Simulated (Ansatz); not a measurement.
TiO2 (Anatase), 6 atoms in the cell. It takes space group I4_1/amd (No. 141, tetragonal). Conventional cell: a = 3.784 Å, b = 3.784 Å, c = 9.515 Å, α = 90.00°, β = 90.00°, γ = 90.00°. Around Ti (site symmetry -4m2) lie 6 O at 1.93 to 1.98 Å. O (site symmetry 2mm) is surrounded by 3 Ti at 1.93 to 1.98 Å. 

```yaml
Program: Ansatz 0.2.0
Task: relaxation of cell and atoms
Functional: PBE
Potentials_or_basis: PseudoDojo stringent (PBE files)
Cutoff: 1252 eV
Density_cutoff: 5007 eV
k_mesh: 10 × 10 × 10
Occupations: fermi-dirac, width 0.05 eV
Spin: no spin polarisation
```

Potentials or basis: PseudoDojo stringent (PBE files).

Run with:

```console
$ ansatz run input.yaml --threads 2 --pin off --max-ram 5632MiB --backend cpu --events-out ev --progress --plain --runs-dir out
```

Hardware: 2 threads of AMD EPYC 9R45 96-Core Processor (Zen 5), on a shared host.

Question: Estimate the wall time of this run.

Answer: It took 46 s on 2 threads of AMD EPYC 9R45 96-Core Processor (Zen 5), on a shared host, peak memory 1.1 GiB. Counts: scf iterations 32, plane waves 6971, k points 102, bands 30, ion steps 5.
